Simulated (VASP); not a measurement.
NaCl:

```
CELL_PARAMETERS angstrom
0.00000 2.79406 2.79406
2.79406 0.00000 2.79406
2.79406 2.79406 0.00000
ATOMIC_POSITIONS crystal
Cl 0.50000 0.50000 0.50000
Na 0.00000 0.00000 0.00000
```

The cell is a database's computed one.

Base run:

| Property | Result |
| --- | --- |
| Program | VASP 6.6.1 |
| Functional | HSE03 |
| Potentials or basis | VASP PAW PBE potentials, release 64 (Cl, Na_pv) |
| Cutoff | 520 eV |
| k mesh | 6 × 6 × 6 |
| Occupations | gaussian, width 0.02 eV |
| Spin | no spin polarisation |

Its results: band gap on the k mesh 6.35 eV, direct; pressure 1.0 GPa.

Question: The run is repeated on the same cell with these changes: functional from HSE03 to PBE0. What comes out?

Answer: Band gap on the k mesh 7.31 eV, direct; pressure 0.9 GPa.

Caveats: the PAW data sets were made with another functional, which shifts forces and pressure a little.
